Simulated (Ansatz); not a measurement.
MgO, space group P-6m2: an equation of state with a fit, run with the Ansatz DFT code, driven from Python.

The script, `eos_mgo.py`:
```python
"""Equation of state of MgO."""

import ansatz as az
import numpy as np

VECTORS = np.array([
    [2.938021, 0.0, 0.0],
    [-1.46901, 2.544401, 0.0],
    [0.0, 0.0, 2.67968],
])
SITES = [
    ("Mg", [0.0, 0.0, 0.0]),
    ("O", [1 / 3, 2 / 3, 0.5]),
]


def build(cell):
    crystal = az.Crystal(lattice=az.Lattice.of(cell))
    for symbol, position in SITES:
        crystal = crystal.atom(symbol, position)
    return crystal

# scale the volume, keep shape and fractions
volumes, energies, pressures = [], [], []
for scale in np.linspace(0.92, 1.08, 7):
    cell = VECTORS * scale ** (1 / 3)
    calc = (
        build(cell).calculation()
        .basis(550)
        .functional("r2scan")
        .occupations(az.OccupationsMethod.FIXED)
        .pseudopotentials("paw")
        .kpoints(12, 12, 8)
        .stress()
    )
    data = calc.run(threads=1).report
    volumes.append(abs(np.linalg.det(cell)) / len(SITES))
    energies.append(data["free_energy_ev"] / len(SITES))
    pressures.append(np.trace(data["stress_gpa"]) / 3)
    print(f"V = {volumes[-1]:8.4f} A^3/atom  F = {energies[-1]:.5f} eV/atom  P = {pressures[-1]:8.3f} GPa")

# third-order Birch-Murnaghan: a cubic in V^(-2/3)
x = np.array(volumes) ** (-2 / 3)
poly = np.polynomial.Polynomial.fit(x, energies, 3).convert()
roots = poly.deriv().roots()
x0 = min((r.real for r in roots if abs(r.imag) < 1e-9 and poly.deriv(2)(r.real) > 0), key=lambda r: abs(r - x.mean()))
v0 = x0 ** -1.5
b0 = 4 / 9 * poly.deriv(2)(x0) * v0 ** (-7 / 3) * 160.21766
b1 = 4 + 2 / 3 * x0 * poly.deriv(3)(x0) / poly.deriv(2)(x0)
print(f"V0 = {v0:.4f} A^3/atom, B0 = {b0:.1f} GPa, dB/dP = {b1:.2f}")
```

From its runs, with one value withheld:

| V (Å³/atom) | F less the lowest row shown (meV/atom) |
| --- | --- |
| 9.215 | 10.25 |
| 9.482 | 1.20 |
| 9.749 | 0.00 |
| 10.016 | 5.61 |
| 10.283 | 17.13 |
| 10.550 | 33.81 |
| 10.817 | ? |

What is the missing energy at 10.817 Å³ an atom?

A third-order Birch-Murnaghan fit, E = E0 + (9 V0 B0 / 16) [(t - 1)³ B' + (t - 1)² (6 - 4t)] with t = (V0/V)^(2/3), through the 6 rows shown gives V0 = 9.658 Å³, B0 = 154.7 GPa, B' = 4.09 and E0 = -0.40 meV. At V = 10.817 Å³, t = 0.92723, and the fit extrapolates to 54.95 meV. The run gave 54.96 meV, a miss of 0.01 meV.

Caveats:
- Shape and fractional positions are held along the curve, so the bulk modulus is an upper value where they are free to relax.
- Pressure is positive in compression.
- At these settings the cell as given stands under about -5 GPa, so it isn't at this functional's equilibrium volume.
- The structure comes from a database of computed cells and needn't be a stable or known phase.
- Finished in 30 s on 1 thread of Intel(R) Xeon(R) Processor @ 2.30GHz (shared host), peak memory 0.58 GiB.
